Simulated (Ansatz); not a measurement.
Density of states of BaTe

Space group P6_3/mmc (No. 194). a = 5.979 Å, b = 5.979 Å, c = 7.000 Å, α = 90.00°, β = 90.00°, γ = 120.00°
| atom | site | symmetry | x | y | z |
| --- | --- | --- | --- | --- | --- |
| Ba | 2d | -6m2 | 0.3333 | 0.6667 | 0.7500 |
| Te | 2c | -6m2 | 0.3333 | 0.6667 | 0.2500 |

The runs use the primitive cell with vectors (5.979, 0.000, 0.000), (-2.990, 5.178, 0.000), (0.000, 0.000, 7.000) Å, to which the k mesh refers.

The cell was built from the wurtzite type and relaxed in the same program, and has space group P6_3/mmc; it needn't be a known or the stable phase. The relaxation left the symmetry of that type.

No spin–orbit coupling, which matters for the heavy atoms here.

Theory: DFT, PBE, all-electron LAPW, scalar-relativistic (Ansatz 0.2.0).

Sampling and basis: a Γ-centred 8×8×5 k mesh, Fermi–Dirac smearing of 0.08 eV, basis error target 1 meV/atom, no spin polarisation.

States per eV and cell, averaged over 0.6 eV, from -1.6 to 3.6 eV, with energies (bin centres) from the valence-band top; empty bins are left out. The partial columns, the largest 4 alone, are projections on Löwdin-orthogonalised atomic shells (those that the program's projection atoms carry: the occupied ones and, for some elements, an empty d or f shell; other empty shells have no column), summed over atoms of an element. Weights on diffuse s and p shells depend on that basis and aren't pure angular character.

| E (eV) | total | Te 5p | Ba 6s | Ba 5p | Te 5s |
| --- | --- | --- | --- | --- | --- |
| -1.4 | 5.83 | 4.70 | 0.84 | 0.04 | 0.04 |
| -0.8 | 12.55 | 11.59 | 0.09 | 0.19 | 0.01 |
| -0.2 | 1.62 | 1.52 | 0.00 | 0.02 | 0.00 |
| 2.2 | 0.71 | 0.01 | 0.00 | 0.00 | 0.00 |
| 2.8 | 4.22 | 0.06 | 0.25 | 0.00 | 0.05 |
| 3.4 | 4.43 | 0.11 | 0.48 | 0.00 | 0.08 |

(1) Which of the resolved shells contributes most in the top eV of the valence band?

Answers

(1) Te 5p, with 93 % of all states there; Ba 5p follows with 2 %.
